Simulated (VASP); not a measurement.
# ZrC (P6_3/mmc) in VASP: a series of runs

The runs below take ZrC through single point, with PBE.

Everything below comes from runs of VASP 6.6.1. Logs are shortened: lines on timing, memory, paths and dates and some standing lists are left out, and cuts for length are marked.

**1. The crystal as given**

Symmetry: P6_3/mmc, No. 194, hexagonal system. The conventional cell has a = 3.564 Å, b = 3.564 Å, c = 4.740 Å, α = 90.00°, β = 90.00°, γ = 120.00°. Zr (site symmetry -6m2) has 6 C at 2.37 Å as nearest neighbours. C (site symmetry -3m) has 2 C at 2.37 Å and 6 Zr at 2.37 Å as nearest neighbours.

The cell comes from a database or a generator and needn't be the stable form of this composition.

**2. Single point, PBE**

Contents of INCAR:

```
ALGO = Fast
EDIFF = 1E-7
ENCUT = 520
GGA = PE
ISIF = 2
ISMEAR = 0
LASPH = True
LCHARG = False
LREAL = False
LWAVE = False
NBANDS = 24
NELM = 100
PREC = Accurate
SIGMA = 0.15
```

Contents of KPOINTS:

```
k-points
0
Gamma
  18 18 10
```

Contents of POSCAR:

```
ZrC
1.0
    3.5636796806      0.0000000000      0.0000000000
   -1.7818398403      3.0862371344      0.0000000000
    0.0000000000      0.0000000000      4.7398955605
Zr C
2 2
Direct
    0.3333333333      0.6666666667      0.2500000000
    0.6666666667      0.3333333333      0.7500000000
    0.0000000000      0.0000000000      0.0000000000
    0.0000000000      0.0000000000      0.5000000000
```

Potentials or basis: VASP PAW PBE potentials, release 64 (Zr_sv, C).

Run with:

```console
$ cat potpaw_PBE.64/Zr_sv/POTCAR potpaw_PBE.64/C/POTCAR > POTCAR
$ mpirun -np 1 vasp_std > vasp.out
```

OUTCAR:

```text
EDIFF = 1E-7
   ENCUT = 520
   GGA = PE
   ISIF = 2
   ISMEAR = 0
   LASPH = True
   LREAL = False
   NELM = 100
   PREC = Accurate

 ion  position               nearest neighbor table
   1  0.333  0.667  0.250-   3 2.37   4 2.37   3 2.37   4 2.37   3 2.37   4 2.37   2 3.14   2 3.14
                             2 3.14   2 3.14   2 3.14   2 3.14
   2  0.667  0.333  0.750-   3 2.37   4 2.37   3 2.37   4 2.37   3 2.37   4 2.37   1 3.14   1 3.14
                             1 3.14   1 3.14   1 3.14   1 3.14
   3  0.000  0.000  0.000-   1 2.37   2 2.37   2 2.37   1 2.37   2 2.37   1 2.37
   4  0.000  0.000  0.500-   1 2.37   2 2.37   2 2.37   1 2.37   2 2.37   1 2.37

  LATTYP: Found a hexagonal cell.
 ALAT       =     3.5636796806
 C/A-ratio  =     1.3300565666

  Lattice vectors:

 A1 = (   3.5636796806,   0.0000000000,   0.0000000000)
 A2 = (  -1.7818398403,   3.0862371344,   0.0000000000)
 A3 = (   0.0000000000,   0.0000000000,   4.7398955605)

Analysis of symmetry for initial positions (statically):
=====================================================================
 Subroutine PRICEL returns:
 Original cell was already a primitive cell.

 Routine SETGRP: Setting up the symmetry group for a
 hexagonal supercell.

 Subroutine GETGRP returns: Found 24 space group operations
 (whereof 12 operations were pure point group operations)
 out of a pool of 24 trial point group operations.

The static configuration has the point symmetry D_3d.
 The point group associated with its full space group is D_6h.

Analysis of symmetry for dynamics (positions and initial velocities):
=====================================================================
 Subroutine PRICEL returns:
 Original cell was already a primitive cell.

 Routine SETGRP: Setting up the symmetry group for a
 hexagonal supercell.

 Subroutine GETGRP returns: Found 24 space group operations
 (whereof 12 operations were pure point group operations)
 out of a pool of 24 trial point group operations.

The dynamic configuration has the point symmetry D_3d.
 The point group associated with its full space group is D_6h.

 Subroutine INISYM returns: Found 24 space group operations
 (whereof 12 operations are pure point group operations),
 and found     1 'primitive' translations

----------------------------------------------------------------------------------------

                                     Primitive cell

  volume of cell :      52.1311

  direct lattice vectors                    reciprocal lattice vectors
     3.563679681  0.000000000  0.000000000     0.280608834  0.162009586  0.000000000
    -1.781839840  3.086237134  0.000000000     0.000000000  0.324019172  0.000000000
     0.000000000  0.000000000  4.739895560     0.000000000  0.000000000  0.210975113

  length of vectors
     3.563679681  3.563679681  4.739895560     0.324019172  0.324019172  0.210975113

  position of ions in fractional coordinates (direct lattice)
     0.333333333  0.666666667  0.250000000
     0.666666667  0.333333333  0.750000000
     0.000000000  0.000000000  0.000000000
     0.000000000  0.000000000  0.500000000

  ion indices of the primitive-cell ions
   primitive index   ion index
                 1           1
                 2           2
                 3           3
                 4           4

----------------------------------------------------------------------------------------

 KPOINTS: k-points

Automatic generation of k-mesh.
 Grid dimensions read from file:
 generate k-points for:   18   18   10

 Generating k-lattice:

  Cartesian coordinates                     Fractional coordinates (reciprocal lattice)
     0.015589380  0.009000533  0.000000000     0.055555556  0.000000000  0.000000000
     0.000000000  0.018001065  0.000000000     0.000000000  0.055555556  0.000000000
     0.000000000  0.000000000  0.021097511     0.000000000  0.000000000  0.100000000

  Length of vectors
     0.018001065  0.018001065  0.021097511

  Shift w.r.t. Gamma in fractional coordinates (k-lattice)
     0.000000000  0.000000000  0.000000000

 Subroutine IBZKPT returns following result:
 ===========================================

 Found    222 irreducible k-points:

 Following reciprocal coordinates:
            Coordinates               Weight
  0.000000  0.000000  0.000000      1.000000
  0.055556 -0.000000  0.000000      6.000000
  0.111111 -0.000000  0.000000      6.000000
  0.166667 -0.000000  0.000000      6.000000
  0.222222 -0.000000  0.000000      6.000000
  0.277778  0.000000  0.000000      6.000000
[... 16 lines left out ...]
  0.333333  0.111111  0.000000     12.000000
  0.388889  0.111111  0.000000     12.000000
 [... further k-points ...]
   k-points           NKPTS =    222   k-points in BZ     NKDIM =    222   number of bands    NBANDS=     24
   number of dos      NEDOS =    301   number of ions     NIONS =      4
   total plane-waves  NPLWV =  28224
   dimension x,y,z NGX =    28 NGY =   28 NGZ =   36
   dimension x,y,z NGXF=    56 NGYF=   56 NGZF=   72
   ions per type =               2   2
   NGX,Y,Z   is equivalent  to a cutoff of  13.06, 13.06, 12.63 a.u.
   NGXF,Y,Z  is equivalent  to a cutoff of  26.12, 26.12, 25.25 a.u.
 SYSTEM =  unknown system
   PREC   = accura    normal or accurate (medium, high low for compatibility)
   ISTART =      0    job   : 0-new  1-cont  2-samecut
   ICHARG =      2    charge: 1-file 2-atom 10-const
   ISPIN  =      1    spin polarized calculation?
   LNONCOLLINEAR =      F non collinear calculations
   LSORBIT =      F    spin-orbit coupling
   LASPH  =      T    aspherical Exc in radial PAW
   ENCUT  =  520.0 eV  38.22 Ry    6.18 a.u.   6.63  6.63  8.81*2*pi/ulx,y,z
   NELM   =    100;   NELMIN=  2; NELMDL= -5     # of ELM steps
   EDIFF  = 0.1E-06   stopping-criterion for ELM
   LREAL  =      F    real-space projection
   EDIFFG = 0.1E-05   stopping-criterion for IOM
   NSW    =      0    number of steps for IOM
   IBRION =     -1    ionic relax: 0-MD 1-quasi-New 2-CG
   NFREE  =      0    steps in history (QN), initial steepest desc. (CG)
   ISIF   =      2    stress and relaxation
   ISYM   =      2    0-nonsym 1-usesym 2-fastsym
   POTIM  = 0.5000    time-step for ionic-motion
   TEBEG  =    0.0;   TEEND  =   0.0 temperature during run
   PSTRESS=    0.0 pullay stress
   NELECT =      32.0000    total number of electrons
   NUPDOWN=      -1.0000    fix difference up-down
   EMIN   =  10.00;   EMAX   =-10.00  energy-range for DOS
   EFERMI =   0.00;   METHOD = LEGACY
   ISMEAR =     0;   SIGMA  =   0.15  broadening in eV -4-tet -1-fermi 0-gaus
   EFERMI_NEDOS =   21; number of points for ismear=-14 and -15
   IALGO  =     68    algorithm
   IMIX   =      4    mixing-type and parameters
     AMIX     =   0.40;   BMIX     =  1.00
     AMIX_MAG =   1.60;   BMIX_MAG =  1.00
  volume/ion in A,a.u.               =      13.03        87.95
  Fermi-wavevector in a.u.,A,eV,Ry     =   1.391316  2.629207 26.337633  1.935761
  Thomas-Fermi vector in A             =   2.515167
   LORBIT       =      0    0 simple, 1 ext, 2 COOP (PROOUT), +10 PAW based schemes
   GGA     = PE    functional components
   LHFCALC =     F    Hartree Fock is set to
   AEXX    =    0.0000 exact exchange contribution
   IVDW    =     0    specifies the selected vdW correction
   LEPSILON=     F    determine dielectric tensor
   LRPA    =     F    only Hartree local field effects (RPA)
 non-spin polarized calculation
 RMM-DIIS sequential band-by-band and
 Gauss-broadening in eV      SIGMA  =   0.15
  energy-cutoff  :      520.00
  volume of cell :       52.13
 maximum number of plane-waves:      1440
 NGX is ok and might be reduce to    28
   NGX = 13   NGY = 13   NGZ = 17

 number of electron      31.9999999 magnetization

 Free energy of the ion-electron system (eV)
  ---------------------------------------------------
  ext. energy  EPLUGINS =         0.00000000
  ---------------------------------------------------
  free energy    TOTEN  =       -37.72142807 eV

  energy without entropy =      -37.71532989  energy(sigma->0) =      -37.71837898

 E-fermi :  10.2833     XC(G=0): -12.1287

 val. band max:       10.2820585661   @ k =   0.2222   0.2222   0.3000
 cond. band min:      10.2876606745   @ k =   0.2222   0.1667   0.4000
 fundamental gap:      0.0056021084
 Fermi energy:        10.2832675412

 k-point     1 :       0.0000    0.0000    0.0000
  band No.  band energies     occupation
      1     -38.4409      2.00000
      2     -38.2486      2.00000
      3     -17.0528      2.00000
      4     -16.4187      2.00000
      5     -16.4187      2.00000
      6     -16.2026      2.00000
[... 16 lines left out ...]
     23      15.0863      0.00000
     24      18.0133      0.00000

 k-point     2 :       0.0556   -0.0000    0.0000
  band No.  band energies     occupation
      1     -38.4388      2.00000
      2     -38.2490      2.00000
      3     -17.0441      2.00000
      4     -16.4307      2.00000
      5     -16.4258      2.00000
      6     -16.2146      2.00000
[... 16 lines left out ...]
     23      15.1628      0.00000
     24      17.8779      0.00000

 k-point     3 :       0.1111   -0.0000    0.0000
  band No.  band energies     occupation
      1     -38.4324      2.00000
      2     -38.2502      2.00000
      3     -17.0184      2.00000
      4     -16.4660      2.00000
      5     -16.4453      2.00000
      6     -16.2479      2.00000
[... 16 lines left out ...]
     23      15.3930      0.00000
     24      17.3984      0.00000
[... 514 lines left out ...]
 k-point    23 :       0.3333    0.1111    0.0000
  band No.  band energies     occupation
      1     -38.3586      2.00000
      2     -38.2763      2.00000
      3     -16.8073      2.00000
      4     -16.6978      2.00000
      5     -16.6032      2.00000
      6     -16.4734      2.00000
[... 16 lines left out ...]
     23      15.3295      0.00000
     24      16.0179      0.00000

 k-point    24 :       0.3889    0.1111    0.0000
  band No.  band energies     occupation
      1     -38.3469      2.00000
      2     -38.2831      2.00000
      3     -16.8455      2.00000
      4     -16.6412      2.00000
      5     -16.6024      2.00000
      6     -16.5074      2.00000
[... 16 lines left out ...]
     23      15.6906      0.00000
     24      15.8933      0.00000

 [... further k-points ...]

------------------------ aborting loop because EDIFF is reached ----------------------------------------

  FORCE on cell =-STRESS in cart. coord.  units (eV):
  Direction    XX          YY          ZZ          XY          YZ          ZX
  --------------------------------------------------------------------------------------
  -------------------------------------------------------------------------------------
  Total       -3.6399585     -3.6399585      6.0994752      0.0000000      0.0000000      0.0000000
  in kB     -111.8691377   -111.8691377    187.4590137      0.0000000      0.0000000      0.0000000
  external PRESSURE =     -12.0930872 kB  Pullay stress =       0.0000000 kB

 VOLUME and BASIS-vectors are now :
 -----------------------------------------------------------------------------
  energy-cutoff  :      520.00
  volume of cell :       52.13
      direct lattice vectors                 reciprocal lattice vectors
     3.563679681  0.000000000  0.000000000     0.280608834  0.162009586  0.000000000
    -1.781839840  3.086237134  0.000000000     0.000000000  0.324019172  0.000000000
     0.000000000  0.000000000  4.739895560     0.000000000  0.000000000  0.210975113

 POSITION                                       TOTAL-FORCE (eV/Angst)
 -----------------------------------------------------------------------------------
     -0.00000      2.05749      1.18497         0.000000      0.000000      0.000000
      1.78184      1.02875      3.55492        -0.000000     -0.000000      0.000000
      0.00000      0.00000      0.00000        -0.000000     -0.000000      0.000000
      0.00000      0.00000      2.36995        -0.000000     -0.000000      0.000000
 -----------------------------------------------------------------------------------
    total drift:                               -0.000000      0.000000     -0.000000

  FREE ENERGIE OF THE ION-ELECTRON SYSTEM (eV)
  ---------------------------------------------------
  free  energy   TOTEN  =       -37.7214280671 eV

  energy  without entropy=      -37.7153298857  energy(sigma->0) =      -37.71837898
```

Run time: 3.7 min. Hardware: 1 thread of Intel Xeon 6975P-C (Granite Rapids), shared host; peak memory 0.35 GiB.

What came out:

* Free energy: -37.7214 eV
* Pressure: -1.2 GPa
* Band gap on the k mesh: none (metal or under the smearing width)

Levels at points of the mesh, in eV from the Fermi level:
```tsv
k point	band 12	band 13	band 14	band 15	band 16	band 17	band 18	band 19	band 20	band 21
(0.00, 0.00, 0.00)	-3.96	-3.96	-1.62	-1.62	0.53	0.53	0.71	0.89	0.89	1.94
(0.50, 0.00, 0.00)	-4.22	-3.73	-2.33	-2.11	-1.94	2.29	3.15	3.78	3.79	3.83
(0.00, 0.00, 0.50)	-3.50	-3.50	-3.50	-2.08	-2.08	3.30	3.30	3.30	3.30	3.99
(0.50, 0.00, 0.50)	-3.74	-2.76	-2.76	-2.23	-2.23	1.40	1.40	2.73	2.73	3.37
```

[end of part 1 of 2]
